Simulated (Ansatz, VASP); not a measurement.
**One calculation of NaCl, two programs**

```
Cl Na
1.0
     3.50219    0.00000    0.00000
     0.00000    3.50219    0.00000
     0.00000    0.00000    3.50219
Cl Na
1 1
Cartesian
  1.7511 1.7511 1.7511
  0.0000 0.0000 0.0000
```

Measurements of this composition are mostly on another form, of space group No. 225.

Alike in both runs: task single point; functional PBEsol; k mesh 8 × 8 × 8; occupations fermi-dirac, width 0.05 eV; no spin polarisation.

|  | VASP | Ansatz |
| --- | --- | --- |
| version | VASP 6.6.1 | Ansatz 0.2.0 |
| potentials or method | VASP PAW PBE potentials, release 64 (Cl, Na_pv) | Ansatz PAW |
| plane-wave cutoff (eV) | 520 | 420 |
| valence electrons in the cell | 14 | 16 |

|  | VASP | Ansatz | Ansatz less VASP |
| --- | --- | --- | --- |
| gap on the k mesh at the Fermi level (eV) | 3.84 | 3.84 | +0.003 |
| least direct gap on the mesh (eV) | 4.34 | 4.34 | +0.003 |
| pressure (GPa) | -1.2 | -1.2 | +0.01 |

The two sets of potentials don't hold the same shells in valence.

Caveats: the PAW data sets were made with another functional, which shifts forces and pressure a little (VASP); the PAW data sets come from PBE, with cores solved anew for the run's functional, which leaves a small shift of forces and pressure (Ansatz). A k mesh can miss the band edges. A hybrid or GW would open this gap; PBEsol tends to underestimate it.
